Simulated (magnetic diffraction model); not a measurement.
# Magnetic neutron pattern of YbMg3

Space group Imm2 (no. 44), a = 3.2670 Å, b = 10.9070 Å, c = 5.6740 Å.

```csv
site,atom,x,y,z
2a,Yb,0,0,0.6673
4d,Mg,0,0.2455,0.0032
2b,Mg,1/2,0,0.1650
```

The compound is invented for this exercise: a known structure type with other elements, its cell scaled to their sizes and not relaxed.

Only Yb is taken to order (form factors of Yb3+); orders and moment sizes are assumed, and not adapted to the symmetry. Radiation: neutrons of λ = 1.909 Å, 8° to 65°; isotropic B of 0.27 Å² (Yb) and 0.4 Å² (Mg). The intensities are simulated: I ∝ L Σ (|F_N|² + |F_M⊥|²) for unpolarised neutrons, with F_M = 2.695 fm/μB × Σ f(s) S exp(2πi Q·r) exp(−B s²) at Q = H ± k (one set where k and −k are equivalent), only the part normal to Q counting and L = 1/(sin²θ cos θ). For collinear order S is the moment m, which repeats by lattice and centring translations R with the sign exp(−2πi k·R). Form factors are spin-only for 3d ions and dipole or tabulated for f ions, scattering lengths are Sears's of 1992, and absorption is left out. A label names one of the reflections at its angle. The strongest nuclear line in the range is 100, and lines under 0.2 are left out.

Assume the order k = (0 0 0), collinear moments along [111], 3.6 μB on Yb.

Q: Where does magnetic intensity appear, and how strong is it?

| 2θ (°) | index | nuclear | magnetic |
| --- | --- | --- | --- |
| 20.16 | (0 2 0) | 9.0 | 4.2 |
| 21.86 | (0 1 1) | 14.7 | 18.6 |
| 35.52 | (1 1 0) | 6.6 | 8.5 |
| 36.34 | (0 3 1) | 6.7 | 3.9 |
| 39.32 | (0 0 2) | 12.8 | 3.1 |
| 39.41 | (1 0 1) | 23.4 | 6.9 |
| 40.98 | (0 4 0) | 37.6 | 0.9 |
| 44.57 | (0 2 2) | 48.5 | 4.0 |
| 44.65 | (1 2 1) | 100.0 | 8.9 |
| 46.26 | (1 3 0) | 2.9 | 3.4 |
| 54.02 | (1 1 2) | 5.6 | 6.3 |
| 55.91 | (0 5 1) | 2.3 | 1.2 |
| 58.09 | (0 4 2) | 12.9 | 1.7 |
| 58.16 | (1 4 1) | 23.7 | 3.6 |
| 61.62 | (0 1 3) | 2.5 | 2.2 |
| 62.29 | (1 3 2) | 5.3 | 3.9 |
| 63.35 | (0 6 0) | 1.2 | 0.3 |
| 63.49 | (1 5 0) | 3.3 | 1.2 |

The strongest magnetic line in the range is (0 1 1) at 21.86° (18.6). On top of the Lorentz factor, which all lines share, magnetic lines fade with angle because f falls: for Yb3+ it is 0.97, 0.88, 0.76 and 0.51 at sin θ/λ = 0.1, 0.2, 0.3 and 0.5 Å⁻¹, while nuclear lengths stay constant. The net moment is 3.60 μB a primitive cell.

[Logs are printed without paths, hosts, clocks, repeated set-up lines and the standing remarks that a program may print on its own settings, such as how far it seeks lower states.]
